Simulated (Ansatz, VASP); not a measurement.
**Tl in VASP and in Ansatz**

The input INCAR:

```
  PREC = Accurate
  ENCUT = 520
  EDIFF = 1E-6
  ISMEAR = -1
  SIGMA = 0.1
  LREAL = F
  LASPH = T
  NELM = 60
  ALGO = Normal
  ISIF = 2
  LWAVE = F
  LCHARG = T
  GGA = B5
  ALDAX = 1.0
  AGGAX = 1.0
  AGGAC = 1.0
  ALDAC = 0.0
  LELF = T
  LVHAR = T
  NBANDS = 12
```

The input KPOINTS:

```
Automatic mesh
0
Gamma
  12 12 12
```

POSCAR

```
Tl
1.0
    0.0000000000      2.6062140319      2.6062140319
    2.6062140319      0.0000000000      2.6062140319
    2.6062140319      2.6062140319      0.0000000000
Tl
1
Direct
    0.0000000000      0.0000000000      0.0000000000
```

Input for Ansatz:

```yaml
crystal:
  lattice:
    - [0.0, 2.6062140319, 2.6062140319]
    - [2.6062140319, 0.0, 2.6062140319]
    - [2.6062140319, 2.6062140319, 0.0]
  atoms:
    - { symbol: Tl, position: [0.0, 0.0, 0.0] }
hamiltonian:
  xc: blyp
  pseudopotentials:
    kind: paw
    azcp:
      Tl: "pseudopotentials/Tl.paw.azcp"
basis:
  ecutwfc: 420
  fft_grid_basis: typed
kpoints:
  mp_grid: { grid: [12, 12, 12], shift: [0, 0, 0] }
magnetization:
  spin_polarized: false
scf:
  occupations: { method: fermi_dirac, width: 0.1 }
  lower_state_search: "off"
output:
  stress: true
```

Alike in both runs: task single point; functional BLYP; k mesh 12 × 12 × 12; occupations fermi-dirac, width 0.1 eV; no spin polarisation.

```csv
,VASP,Ansatz
version,VASP 6.6.1,Ansatz 0.2.0
potentials or method,"VASP PAW PBE potentials, release 64 (Tl_d)","plane waves (420 eV) with PAW, scalar-relativistic"
plane-wave cutoff (eV),520,420
valence electrons in the cell,13,13
```

|  | VASP | Ansatz | Ansatz less VASP |
| --- | --- | --- | --- |
| pressure (GPa) | 0.0 | 0.0 | 0.00 |

With one functional, cell and mesh, what is left measures potentials, basis and numerics.

Caveats: the PAW data sets were made with another functional, which shifts forces and pressure a little (VASP). Spin-orbit coupling is left out, which matters for the levels of Tl.
